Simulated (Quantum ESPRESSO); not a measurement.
# C (Fd-3m) in Quantum ESPRESSO: further runs, part 2 of 2

Quantum ESPRESSO 7.5. The steps go on from the part before.

## (3) Single point, PBEsol (volume scaled by 1.04)

File scf.in:

```
&CONTROL
  calculation = 'scf'
  prefix = 'pwscf'
  outdir = './tmp'
  pseudo_dir = './pseudo'
/
&SYSTEM
  ibrav = 0
  nat = 2
  ntyp = 1
  ecutwfc = 82
  nbnd = 9
  occupations = 'smearing'
  smearing = 'fd'
  degauss = 0.00367493
  force_symmorphic = .true.
/
&ELECTRONS
  conv_thr = 4d-10
  electron_maxstep = 120
  mixing_beta = 0.5
/
ATOMIC_SPECIES
C     12.0110 C.upf
CELL_PARAMETERS angstrom
   0.0000000000    1.8068380860    1.8068380860
   1.8068380860    0.0000000000    1.8068380860
   1.8068380860    1.8068380860    0.0000000000
ATOMIC_POSITIONS crystal
C      0.7500000000    0.7500000000    0.7500000000
C      0.5000000000    0.5000000000    0.5000000000
K_POINTS automatic
12 12 12 0 0 0
```

File nscf.in:

```
&CONTROL
  calculation = 'nscf'
  prefix = 'pwscf'
  outdir = './tmp'
  pseudo_dir = './pseudo'
/
&SYSTEM
  ibrav = 0
  nat = 2
  ntyp = 1
  ecutwfc = 82
  nbnd = 124
  occupations = 'fixed'
  force_symmorphic = .true.
/
&ELECTRONS
  conv_thr = 1d-08
  diago_full_acc = .true.
  diago_thr_init = 1d-06
/
ATOMIC_SPECIES
C     12.0110 C.upf
CELL_PARAMETERS angstrom
   0.0000000000    1.8068380860    1.8068380860
   1.8068380860    0.0000000000    1.8068380860
   1.8068380860    1.8068380860    0.0000000000
ATOMIC_POSITIONS crystal
C      0.7500000000    0.7500000000    0.7500000000
C      0.5000000000    0.5000000000    0.5000000000
K_POINTS automatic
6 6 6 0 0 0
```

Potentials or basis: PseudoDojo 0.4.1 SR PBEsol standard.

On the command line:

```sh
> OMP_NUM_THREADS=1 pw.x -in scf.in > scf.out
> OMP_NUM_THREADS=1 pw.x -in nscf.in > nscf.out
```

scf.out:

```text
This program is part of the open-source Quantum ESPRESSO suite
     for quantum simulation of materials; please cite
[... 9 lines left out ...]
     --------------------
     sticks:   dense  smooth     PW     G-vecs:    dense   smooth      PW
     Sum         517     517    163                 7943     7943    1459

     Using Slab Decomposition

     bravais-lattice index     =            0
     lattice parameter (alat)  =       4.8287  a.u.
     unit-cell volume          =      79.6131 (a.u.)^3
     number of atoms/cell      =            2
     number of atomic types    =            1
     number of electrons       =         8.00
     number of Kohn-Sham states=            9
     kinetic-energy cutoff     =      82.0000  Ry
     charge density cutoff     =     328.0000  Ry
     scf convergence threshold =      4.0E-10
     mixing beta               =       0.5000
     number of iterations used =            8  plain     mixing
     Exchange-correlation= PBESOL
                           (   1   4  10   8   0   0   0)

     celldm(1)=   4.828732  celldm(2)=   0.000000  celldm(3)=   0.000000
     celldm(4)=   0.000000  celldm(5)=   0.000000  celldm(6)=   0.000000

     crystal axes: (cart. coord. in units of alat)
               a(1) = (   0.000000   0.707107   0.707107 )
               a(2) = (   0.707107   0.000000   0.707107 )
               a(3) = (   0.707107   0.707107   0.000000 )

     reciprocal axes: (cart. coord. in units 2 pi/alat)
               b(1) = ( -0.707107  0.707107  0.707107 )
               b(2) = (  0.707107 -0.707107  0.707107 )
               b(3) = (  0.707107  0.707107 -0.707107 )

     PseudoPot. # 1 for C  read from file:
     C.upf
     Pseudo is Norm-conserving + core correction, Zval =  4.0
     Generated using ONCVPSP code by D. R. Hamann
     Using radial grid of 1248 points,  4 beta functions with:
                l(1) =   0
                l(2) =   0
                l(3) =   1
                l(4) =   1

     atomic species   valence    mass     pseudopotential
     C                 4.00    12.01100     C ( 1.00)

     24 Sym. Ops. (no inversion) found

   Cartesian axes

     site n.     atom                  positions (alat units)
         1        C      tau(   1) = (   1.0606602   1.0606602   1.0606602  )
         2        C      tau(   2) = (   0.7071068   0.7071068   0.7071068  )

     number of k points=    72  Fermi-Dirac smearing, width (Ry)=  0.0037
                       cart. coord. in units 2pi/alat
        k(    1) = (   0.0000000   0.0000000   0.0000000), wk =   0.0011574
        k(    2) = (   0.0589256   0.0589256  -0.0589256), wk =   0.0092593
        k(    3) = (   0.1178511   0.1178511  -0.1178511), wk =   0.0092593
        k(    4) = (   0.1767767   0.1767767  -0.1767767), wk =   0.0092593
        k(    5) = (   0.2357023   0.2357023  -0.2357023), wk =   0.0092593
        k(    6) = (   0.2946278   0.2946278  -0.2946278), wk =   0.0092593
[... 64 lines left out ...]
        k(   71) = (  -0.7071068   0.2357023   0.0000000), wk =   0.0138889
        k(   72) = (  -0.7071068   0.3535534   0.0000000), wk =   0.0069444

     Dense  grid:     7943 G-vectors     FFT dimensions: (  27,  27,  27)

     Initial potential from superposition of free atoms

     starting charge       7.9999, renormalised to       8.0000
     Starting wfcs are    8 randomized atomic wfcs +    1 random wfcs

     Self-consistent Calculation

     iteration #  1     ecut=    82.00 Ry     beta= 0.50
     Davidson diagonalization with overlap
     ethr =  1.00E-02,  avg # of iterations =  4.6

     total energy              =     -24.01505436 Ry
     estimated scf accuracy    <       0.10512914 Ry
[... 43 lines left out ...]
     iteration #  8     ecut=    82.00 Ry     beta= 0.50
     Davidson diagonalization with overlap
     ethr =  1.70E-10,  avg # of iterations =  1.0

     End of self-consistent calculation

          k = 0.0000 0.0000 0.0000 (   965 PWs)   bands (ev):

    -8.3692  12.6586  12.6586  12.6586  18.1129  18.1129  18.1129  25.1267
    31.1066
[... 308 lines left out ...]
     0.0147   1.1795   3.7026   6.8514  18.9602  23.0907  26.0870  27.0934
    31.2200

          k =-0.7071 0.1179-0.0000 (   994 PWs)   bands (ev):

     0.2861   0.2861   6.0261   6.0261  18.2060  18.2060  28.3540  28.3540
    34.4879

          k =-0.2357-0.4714 0.7071 (  1013 PWs)   bands (ev):
[... 36 lines left out ...]
     0.8895   0.8895   4.5604   4.5604  22.9884  22.9884  24.4831  24.4831
    33.2797

     the Fermi energy is    14.7064 ev

!    total energy              =     -24.01456890 Ry
     estimated scf accuracy    <          1.6E-11 Ry
     smearing contrib. (-TS)   =       0.00000000 Ry
     internal energy E=F+TS    =     -24.01456890 Ry

     The total energy is F=E-TS. E is the sum of the following terms:
     one-electron contribution =       7.84044014 Ry
     hartree contribution      =       1.93545740 Ry
     xc contribution           =      -8.54795435 Ry
     ewald contribution        =     -25.24251209 Ry

     convergence has been achieved in   8 iterations

=------------------------------------------------------------------------------=
   JOB DONE.
=------------------------------------------------------------------------------=
```

Wall time 21 s (1 thread of Arm Neoverse V2, shared host); peak memory 0.05 GiB.

Results:

* Band gap on the k mesh, mean-field level: 3.98 eV, indirect (least direct gap 5.45 eV)

Caveat: the k mesh is coarse (spacing up to 0.50 Å⁻¹), so the values aren't converged.

## (4) Single point, PBEsol (volume scaled by 1.08)

Changes to scf.in since step 3:

```diff
@@ -25,5 +25,5 @@
 CELL_PARAMETERS angstrom
-   0.0000000000    1.8068380860    1.8068380860
-   1.8068380860    0.0000000000    1.8068380860
-   1.8068380860    1.8068380860    0.0000000000
+   0.0000000000    1.8297118824    1.8297118824
+   1.8297118824    0.0000000000    1.8297118824
+   1.8297118824    1.8297118824    0.0000000000
 ATOMIC_POSITIONS crystal
```

Changes to nscf.in since step 3:

```diff
@@ -23,5 +23,5 @@
 CELL_PARAMETERS angstrom
-   0.0000000000    1.8068380860    1.8068380860
-   1.8068380860    0.0000000000    1.8068380860
-   1.8068380860    1.8068380860    0.0000000000
+   0.0000000000    1.8297118824    1.8297118824
+   1.8297118824    0.0000000000    1.8297118824
+   1.8297118824    1.8297118824    0.0000000000
 ATOMIC_POSITIONS crystal
```

On the command line:

```sh
> OMP_NUM_THREADS=1 pw.x -in scf.in > scf.out
> OMP_NUM_THREADS=1 pw.x -in nscf.in > nscf.out
```

It took 24 s on 1 thread of Arm Neoverse V2, shared host; peak memory 0.05 GiB.

The run converged. Its results:

```
Band gap on the k mesh, mean-field level : 3.89 eV, indirect (least direct gap 5.35 eV)
```

Levels at points of the mesh, in eV from the valence-band top:
| k point | band 2 | band 3 | band 4 | band 5 | band 6 | band 7 |
| --- | --- | --- | --- | --- | --- | --- |
| (0.00, 0.00, 0.00) | 0.00 | 0.00 | 0.00 | 5.35 | 5.35 | 5.35 |
| (0.00, 0.00, -0.50) | -12.66 | -2.63 | -2.63 | 7.85 | 8.10 | 8.10 |
| (0.00, -0.50, -0.50) | -12.27 | -5.91 | -5.91 | 4.48 | 4.48 | 15.65 |

Caveat: the k mesh is coarse (spacing up to 0.50 Å⁻¹), so the values aren't converged. A k mesh can miss the band edges.

## (5) Overview

```csv
cell,gap on the mesh (eV)
volume scaled by 0.96,4.17
volume scaled by 1.04,3.98
volume scaled by 1.08,3.89
```

Alike in all rows: task single point; level PBEsol; potentials or basis PseudoDojo 0.4.1 SR PBEsol standard; no spin polarisation; k mesh 6 × 6 × 6; cutoff (eV) 1116; smearing fixed; the mesh is coarse, so values aren't converged.

Caveats: all runs use coarse meshes.

Absolute energies hang on the potentials; compare differences alone.
